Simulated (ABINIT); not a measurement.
# HfC (Fm-3m) in ABINIT: a series of runs

The runs below take HfC through equation of state, band structure, with BP86+D3(BJ), revPBE+D3(BJ), PBE+D3, LDA, rPW86PBE.

All numbers are computed with ABINIT 10.8.3 (patched build); they aren't measurements. Logs are shortened: lines on timing, memory, paths and dates and some standing lists are left out, and cuts for length are marked. The log counts tension as positive stress, the text compression.

### 1 The structure

It takes space group Fm-3m (No. 225, cubic). The conventional cell has a = 4.650 Å, b = 4.650 Å, c = 4.650 Å, α = 90.00°, β = 90.00°, γ = 90.00°. Hf (site symmetry m-3m) is surrounded by 6 C at 2.33 Å. C (site symmetry m-3m) has 6 Hf at 2.33 Å as nearest neighbours.

### 2 Equation of state, BP86+D3(BJ)

File run.abi:

```
ndtset 7
getwfk -1
scalecart1 3*0.9795861087
scalecart2 3*0.9864848297
scalecart3 3*0.9932883884
scalecart4 3*1.0000000000
scalecart5 3*1.0066227096
scalecart6 3*1.0131594038
scalecart7 3*1.0196128224

pp_dirpath "./"
pseudos "Hf.GGA_PBE-JTH.xml, C.GGA_PBE-JTH.xml"

acell 3*1.0 Angstrom
rprim
     0.0000000000     2.3250000000     2.3250000000
     2.3250000000     0.0000000000     2.3250000000
     2.3250000000     2.3250000000     0.0000000000
ntypat 2
znucl 72 6
natom 2
typat 1 2
xred
     0.5000000000     0.5000000000     0.5000000000
     0.0000000000     0.0000000000     0.0000000000

ecut 20.0
pawecutdg 40.0

kptopt 1
ngkpt 10 10 10
nshiftk 1
shiftk 0.0 0.0 0.0

ixc -106132
vdw_xc 7

nband 12
occopt 3
tsmear 0.00183747

nstep 100
tolvrs 1.0e-9

iomode 3
prtwf 1
prtden 0
prteig 0
prtebands 0
enunit 2
```

Potentials or basis: JTH PAW PBE v2.0.

Launch:

```bash
$ abinit run.abi > log 2>&1
```

run.abo:

```text
.Version 10.8.3 of ABINIT
 DATASET    1 : space group Fm -3 m (#225); Bravais cF (face-center cubic)
================================================================================
 Values of the parameters that define the memory need for DATASET  1.
     intxc =       0    ionmov =       0      iscf =      17    lmnmax =      18
     lnmax =       6     mgfft =      27  mpssoang =       3    mqgrid =    3001
     natom =       2  nloc_mem =       2    nspden =       1   nspinor =       1
    nsppol =       1      nsym =      48    n1xccc =       1    ntypat =       2
    occopt =       3   xclevel =       2
       mpw =         692          nfft =       19683          nkpt =          47
 PAW method is used; the additional fine FFT grid is defined by:
   mgfftf=        36    nfftf =     46656
================================================================================
================================================================================
[... 71 lines left out ...]
 DATASET    7 : space group Fm -3 m (#225); Bravais cF (face-center cubic)
================================================================================
 Values of the parameters that define the memory need for DATASET  7.
     intxc =       0    ionmov =       0      iscf =      17    lmnmax =      18
     lnmax =       6     mgfft =      27  mpssoang =       3    mqgrid =    3001
     natom =       2  nloc_mem =       2    nspden =       1   nspinor =       1
    nsppol =       1      nsym =      48    n1xccc =       1    ntypat =       2
    occopt =       3   xclevel =       2
       mpw =         785          nfft =       19683          nkpt =          47
 PAW method is used; the additional fine FFT grid is defined by:
   mgfftf=        40    nfftf =     64000
================================================================================
================================================================================

--------------------------------------------------------------------------------
------------- Echo of variables that govern the present computation ------------
--------------------------------------------------------------------------------
 -outvars: echo values of preprocessed input variables --------
            acell      1.8897261259E+00  1.8897261259E+00  1.8897261259E+00 Bohr
              amu      1.78490000E+02  1.20110000E+01
             ecut      2.00000000E+01 Hartree
           enunit           2
           getwfk          -1
              ixc     -106132
           jdtset        1    2    3    4    5    6    7
         kptrlatt       10    0    0      0   10    0      0    0   10
          kptrlen1     6.08666557E+01
          kptrlen2     6.12953082E+01
          kptrlen3     6.17180479E+01
          kptrlen4     6.21350744E+01
          kptrlen5     6.25465769E+01
          kptrlen6     6.29527349E+01
          kptrlen7     6.33537185E+01
            natom           2
            nband          12
           ndtset           7
            ngfft          27      27      27
          ngfftdg1         36      36      36
          ngfftdg2         36      36      36
          ngfftdg3         36      36      36
          ngfftdg4         36      36      36
          ngfftdg5         36      36      36
          ngfftdg6         36      36      36
          ngfftdg7         40      40      40
             nkpt          47
            nstep         100
             nsym          48
           ntypat           2
           occopt           3
        pawecutdg      4.00000000E+01 Hartree
         pawxcdev           0
           prtden           0
        prtebands           0
           prteig           0
            rprim1     0.0000000000E+00  2.2775377027E+00  2.2775377027E+00
                       2.2775377027E+00  0.0000000000E+00  2.2775377027E+00
                       2.2775377027E+00  2.2775377027E+00  0.0000000000E+00
            rprim2     0.0000000000E+00  2.2935772291E+00  2.2935772291E+00
                       2.2935772291E+00  0.0000000000E+00  2.2935772291E+00
                       2.2935772291E+00  2.2935772291E+00  0.0000000000E+00
            rprim3     0.0000000000E+00  2.3093955030E+00  2.3093955030E+00
                       2.3093955030E+00  0.0000000000E+00  2.3093955030E+00
                       2.3093955030E+00  2.3093955030E+00  0.0000000000E+00
            rprim4     0.0000000000E+00  2.3250000000E+00  2.3250000000E+00
                       2.3250000000E+00  0.0000000000E+00  2.3250000000E+00
                       2.3250000000E+00  2.3250000000E+00  0.0000000000E+00
            rprim5     0.0000000000E+00  2.3403977998E+00  2.3403977998E+00
                       2.3403977998E+00  0.0000000000E+00  2.3403977998E+00
                       2.3403977998E+00  2.3403977998E+00  0.0000000000E+00
            rprim6     0.0000000000E+00  2.3555956138E+00  2.3555956138E+00
                       2.3555956138E+00  0.0000000000E+00  2.3555956138E+00
                       2.3555956138E+00  2.3555956138E+00  0.0000000000E+00
            rprim7     0.0000000000E+00  2.3705998121E+00  2.3705998121E+00
                       2.3705998121E+00  0.0000000000E+00  2.3705998121E+00
                       2.3705998121E+00  2.3705998121E+00  0.0000000000E+00
          spgroup         225
           tolvrs      1.00000000E-09
           tsmear      1.83747000E-03 Hartree
            typat      1  2
           useylm           1
           vdw_xc           7
           xangst1     2.2775377027E+00  2.2775377027E+00  2.2775377027E+00
                       0.0000000000E+00  0.0000000000E+00  0.0000000000E+00
           xangst2     2.2935772291E+00  2.2935772291E+00  2.2935772291E+00
                       0.0000000000E+00  0.0000000000E+00  0.0000000000E+00
           xangst3     2.3093955030E+00  2.3093955030E+00  2.3093955030E+00
                       0.0000000000E+00  0.0000000000E+00  0.0000000000E+00
           xangst4     2.3250000000E+00  2.3250000000E+00  2.3250000000E+00
                       0.0000000000E+00  0.0000000000E+00  0.0000000000E+00
           xangst5     2.3403977998E+00  2.3403977998E+00  2.3403977998E+00
                       0.0000000000E+00  0.0000000000E+00  0.0000000000E+00
           xangst6     2.3555956138E+00  2.3555956138E+00  2.3555956138E+00
                       0.0000000000E+00  0.0000000000E+00  0.0000000000E+00
           xangst7     2.3705998121E+00  2.3705998121E+00  2.3705998121E+00
                       0.0000000000E+00  0.0000000000E+00  0.0000000000E+00
            xcart1     4.3039224996E+00  4.3039224996E+00  4.3039224996E+00
                       0.0000000000E+00  0.0000000000E+00  0.0000000000E+00
            xcart2     4.3342328115E+00  4.3342328115E+00  4.3342328115E+00
                       0.0000000000E+00  0.0000000000E+00  0.0000000000E+00
            xcart3     4.3641250171E+00  4.3641250171E+00  4.3641250171E+00
                       0.0000000000E+00  0.0000000000E+00  0.0000000000E+00
            xcart4     4.3936132427E+00  4.3936132427E+00  4.3936132427E+00
                       0.0000000000E+00  0.0000000000E+00  0.0000000000E+00
            xcart5     4.4227108673E+00  4.4227108673E+00  4.4227108673E+00
                       0.0000000000E+00  0.0000000000E+00  0.0000000000E+00
            xcart6     4.4514305735E+00  4.4514305735E+00  4.4514305735E+00
                       0.0000000000E+00  0.0000000000E+00  0.0000000000E+00
            xcart7     4.4797843990E+00  4.4797843990E+00  4.4797843990E+00
                       0.0000000000E+00  0.0000000000E+00  0.0000000000E+00
             xred      5.0000000000E-01  5.0000000000E-01  5.0000000000E-01
                       0.0000000000E+00  0.0000000000E+00  0.0000000000E+00
            znucl       72.00000    6.00000

================================================================================

 chkinp: Checking input parameters for consistency, jdtset=   1.

 chkinp: Checking input parameters for consistency, jdtset=   2.

 chkinp: Checking input parameters for consistency, jdtset=   3.

 chkinp: Checking input parameters for consistency, jdtset=   4.
[... 27 lines left out ...]
 getcut: wavevector=  0.0000  0.0000  0.0000  ngfft=  27  27  27
         ecut(hartree)=     20.000   => boxcut(ratio)=   2.12498

 Fine grid specifications (used for densities):

 getcut: wavevector=  0.0000  0.0000  0.0000  ngfft=  36  36  36
         ecut(hartree)=     40.000   => boxcut(ratio)=   2.07744

--- Pseudopotential description ------------------------------------------------
- pspini: atom type   1  psp file is ./Hf.GGA_PBE-JTH.xml
 Pseudopotential format is: paw10
 basis_size (lnmax)=  6 (lmn_size= 18), orbitals=   0   0   1   1   2   2
 Spheres core radius: rc_sph= 2.41119446
 Shapefunction is SIN type: shapef(r)=[sin(pi*r/rshp)/(pi*r/rshp)]**2
 Radius for shape functions =  2.41119446
 Compensation charge density is not taken into account in XC energy/potential

- pspini: atom type   2  psp file is ./C.GGA_PBE-JTH.xml
 Pseudopotential format is: paw10
 basis_size (lnmax)=  4 (lmn_size=  8), orbitals=   0   0   1   1
 Spheres core radius: rc_sph= 1.50736703
 Shapefunction is SIN type: shapef(r)=[sin(pi*r/rshp)/(pi*r/rshp)]**2
 Radius for shape functions =  1.30052589
 Compensation charge density is not taken into account in XC energy/potential

   1.55524723E+03                                ecore*ucvol(ha*bohr**3)
--------------------------------------------------------------------------------

[... 7 lines left out ...]

     iter   Etot(hartree)      deltaE(h)  residm     nres2
 ETOT  1  -55.125771781556    -5.513E+01 7.238E+00 1.334E+01
 ETOT  2  -55.985541536392    -8.598E-01 7.684E-02 1.506E+00
 ETOT  3  -55.984489752699     1.052E-03 2.261E-02 2.326E-01
 ETOT  4  -55.984549230489    -5.948E-05 3.261E-03 4.307E-02
 ETOT  5  -55.984420405633     1.288E-04 2.490E-03 6.962E-04
 ETOT  6  -55.984426802829    -6.397E-06 2.716E-03 2.000E-04
 ETOT  7  -55.984427079352    -2.765E-07 1.220E-03 1.237E-05
 ETOT  8  -55.984426704510     3.748E-07 1.272E-03 1.165E-06
 ETOT  9  -55.984426701357     3.153E-09 4.870E-04 2.462E-07
 ETOT 10  -55.984426701319     3.805E-11 4.891E-04 4.864E-09
 ETOT 11  -55.984426701331    -1.192E-11 1.758E-04 5.074E-10
[... 1094 lines left out ...]
 getcut: wavevector=  0.0000  0.0000  0.0000  ngfft=  27  27  27
         ecut(hartree)=     20.000   => boxcut(ratio)=   2.04156

 Fine grid specifications (used for densities):

 getcut: wavevector=  0.0000  0.0000  0.0000  ngfft=  40  40  40
         ecut(hartree)=     40.000   => boxcut(ratio)=   2.21765

 getcut : COMMENT -
  Note that boxcut > 2.2 ; recall that boxcut=Gcut(box)/Gcut(sphere) = 2
  is sufficient for exact treatment of convolution.
  Such a large boxcut is a waste : you could raise ecut
  e.g. ecut=   49.179660 Hartrees makes boxcut=2

--------------------------------------------------------------------------------

-inwffil : will read wavefunctions from disk file runo_DS6_WFK.nc

================================================================================

--- !BeginCycle
iteration_state: {dtset: 7, }
solver: {iscf: 17, nstep: 100, nline: 4, wfoptalg: 10, }
tolerances: {tolvrs: 1.00E-09, }
...
[... 137 lines left out ...]
 Cartesian components of stress tensor (hartree/bohr^3)
  sigma(1 1)=  7.64838617E-04  sigma(3 2)=  0.00000000E+00
  sigma(2 2)=  7.64838617E-04  sigma(3 1)=  0.00000000E+00
  sigma(3 3)=  7.64838617E-04  sigma(2 1)=  0.00000000E+00

-Cartesian components of stress tensor (GPa)         [Pressure= -2.2502E+01 GPa]
- sigma(1 1)=  2.25023290E+01  sigma(3 2)=  0.00000000E+00
- sigma(2 2)=  2.25023290E+01  sigma(3 1)=  0.00000000E+00
- sigma(3 3)=  2.25023290E+01  sigma(2 1)=  0.00000000E+00

== END DATASET(S) ==============================================================
================================================================================

 -outvars: echo values of variables after computation  --------
            acell      1.8897261259E+00  1.8897261259E+00  1.8897261259E+00 Bohr
           etotal1    -5.5984426701E+01
           etotal2    -5.5984553812E+01
           etotal3    -5.5984078561E+01
           etotal4    -5.5983044991E+01
           etotal5    -5.5981516352E+01
           etotal6    -5.5979528872E+01
           etotal7    -5.5977149100E+01
            fcart1    -0.0000000000E+00 -0.0000000000E+00 -0.0000000000E+00
                      -0.0000000000E+00 -0.0000000000E+00 -0.0000000000E+00
            fcart2    -0.0000000000E+00 -0.0000000000E+00 -0.0000000000E+00
                      -0.0000000000E+00 -0.0000000000E+00 -0.0000000000E+00
            fcart3    -0.0000000000E+00 -0.0000000000E+00 -0.0000000000E+00
                      -0.0000000000E+00 -0.0000000000E+00 -0.0000000000E+00
            fcart4    -0.0000000000E+00 -0.0000000000E+00 -0.0000000000E+00
                      -0.0000000000E+00 -0.0000000000E+00 -0.0000000000E+00
            fcart5    -0.0000000000E+00 -0.0000000000E+00 -0.0000000000E+00
                      -0.0000000000E+00 -0.0000000000E+00 -0.0000000000E+00
            fcart6    -0.0000000000E+00 -0.0000000000E+00 -0.0000000000E+00
                      -0.0000000000E+00 -0.0000000000E+00 -0.0000000000E+00
            fcart7    -0.0000000000E+00 -0.0000000000E+00 -0.0000000000E+00
                      -0.0000000000E+00 -0.0000000000E+00 -0.0000000000E+00
            rprim1     0.0000000000E+00  2.2775377027E+00  2.2775377027E+00
[... 30 lines left out ...]
           strten6     6.5235006804E-04  6.5235006804E-04  6.5235006804E-04
                       0.0000000000E+00  0.0000000000E+00  0.0000000000E+00
           strten7     7.6483861728E-04  7.6483861728E-04  7.6483861728E-04
                       0.0000000000E+00  0.0000000000E+00  0.0000000000E+00
           xangst1     2.2775377027E+00  2.2775377027E+00  2.2775377027E+00
                       0.0000000000E+00  0.0000000000E+00  0.0000000000E+00
           xangst2     2.2935772291E+00  2.2935772291E+00  2.2935772291E+00
                       0.0000000000E+00  0.0000000000E+00  0.0000000000E+00
           xangst3     2.3093955030E+00  2.3093955030E+00  2.3093955030E+00
                       0.0000000000E+00  0.0000000000E+00  0.0000000000E+00
           xangst4     2.3250000000E+00  2.3250000000E+00  2.3250000000E+00
                       0.0000000000E+00  0.0000000000E+00  0.0000000000E+00
           xangst5     2.3403977998E+00  2.3403977998E+00  2.3403977998E+00
                       0.0000000000E+00  0.0000000000E+00  0.0000000000E+00
           xangst6     2.3555956138E+00  2.3555956138E+00  2.3555956138E+00
                       0.0000000000E+00  0.0000000000E+00  0.0000000000E+00
           xangst7     2.3705998121E+00  2.3705998121E+00  2.3705998121E+00
                       0.0000000000E+00  0.0000000000E+00  0.0000000000E+00
             xred      5.0000000000E-01  5.0000000000E-01  5.0000000000E-01
                       0.0000000000E+00  0.0000000000E+00  0.0000000000E+00
 Calculation completed.
```

Wall time 59 s (1 thread of INTEL XEON PLATINUM 8581C at 2.30GHz (Emerald Rapids), shared host); peak memory 0.16 GiB.

What came out:

| Quantity | Value |
| --- | --- |
| Equilibrium volume | 11.99 Å³/atom |
| Bulk modulus | 261 GPa |
| Pressure derivative of the bulk modulus | 3.9 (rough: it moves with the points fitted) |

Energy against volume, from the lowest point:
| volume (Å³/atom) | energy (meV/atom) |
| --- | --- |
| 11.814 | 1.73 |
| 12.065 | 0.00 |
| 12.317 | 6.47 |
| 12.568 | 20.53 |
| 12.819 | 41.33 |
| 13.071 | 68.37 |
| 13.322 | 100.75 |

Caveat: pressures at fixed basis lie under the slope of the energies; the PAW data sets were made with another functional, which shifts forces and pressure a little. Spin-orbit coupling is left out, which matters for the levels of Hf.

### 3 Equation of state, revPBE+D3(BJ)

File run.abi:

```
# Datasets: one volume each
ndtset 7
getwfk -1
scalecart1 3*0.9795861087
scalecart2 3*0.9864848297
scalecart3 3*0.9932883884
scalecart4 3*1.0000000000
scalecart5 3*1.0066227096
scalecart6 3*1.0131594038
scalecart7 3*1.0196128224

# Pseudopotentials
pp_dirpath "./"
pseudos "Hf.GGA_PBE-JTH.xml, C.GGA_PBE-JTH.xml"

# Structure
acell 6.2135074315 6.2135074315 6.2135074315
rprim
     0.0000000000     0.7071067812     0.7071067812
     0.7071067812     0.0000000000     0.7071067812
     0.7071067812     0.7071067812     0.0000000000
ntypat 2
znucl 72 6
natom 2
typat 1 2
xred
     0.5000000000     0.5000000000     0.5000000000
     0.0000000000     0.0000000000     0.0000000000

# Plane-wave basis
ecut 20.0
pawecutdg 40.0

# k points
kptopt 1
ngkpt 10 10 10
nshiftk 1
shiftk 0.0 0.0 0.0

# Exchange and correlation
ixc 14
vdw_xc 7

# Bands and occupations
nband 12
occopt 3
tsmear 0.00183747

# SCF cycle
nstep 100
tolvrs 1.0e-9

# Output
iomode 3
prtwf 1
prtden 0
prteig 0
prtebands 0
enunit 1
```

Potentials or basis: JTH PAW PBE v2.0.

Launch:

```bash
$ abinit run.abi > log 2>&1
```

It took 51 s on 1 thread of INTEL XEON PLATINUM 8581C at 2.30GHz (Emerald Rapids), shared host; peak memory 0.16 GiB.

Results (log left out):

* Equilibrium volume: 12.26 Å³/atom
* Bulk modulus: 249 GPa
* Pressure derivative of the bulk modulus: 3.7

Energy against volume, from the lowest point:
```
volume (Å³/atom)  energy (meV/atom)
          11.814              13.42
          12.065               2.43
          12.317               0.00
          12.568               5.56
          12.819              18.12
          13.071              37.30
          13.322              62.30
```

Caveat: pressures at fixed basis lie under the slope of the energies; the PAW data sets were made with another functional, which shifts forces and pressure a little.

### 4 Equation of state, PBE+D3

run.abi: that of step 3 with these lines changed.

```diff
@@ -16,3 +16,3 @@
 # Structure
-acell 6.2135074315 6.2135074315 6.2135074315
+acell 3.2880465325 3.2880465325 3.2880465325 Angstrom
 rprim
@@ -30,3 +30,3 @@
 # Plane-wave basis
-ecut 20.0
+ecut 544.227725 eV
 pawecutdg 40.0
@@ -40,4 +40,4 @@
 # Exchange and correlation
-ixc 14
-vdw_xc 7
+ixc 11
+vdw_xc 6
 
@@ -46,3 +46,3 @@
 occopt 3
-tsmear 0.00183747
+tsmear 0.05 eV
```

Launch:

```bash
$ abinit run.abi > log 2>&1
```

It took 51 s on 1 thread of INTEL XEON PLATINUM 8581C at 2.30GHz (Emerald Rapids), shared host; peak memory 0.16 GiB.

Results (log left out):

- Equilibrium volume: 12.36 Å³/atom
- Bulk modulus: 249 GPa
- Pressure derivative of the bulk modulus: 3.6

Energy against volume, from the lowest point:
```
volume (Å³/atom)  energy (meV/atom)
          11.814              20.26
          12.065               5.71
          12.317               0.00
          12.568               2.47
          12.819              12.20
          13.071              28.71
          13.322              51.31
```

Caveat: pressures at fixed basis lie under the slope of the energies.

(Continued in part 2 of 2.)
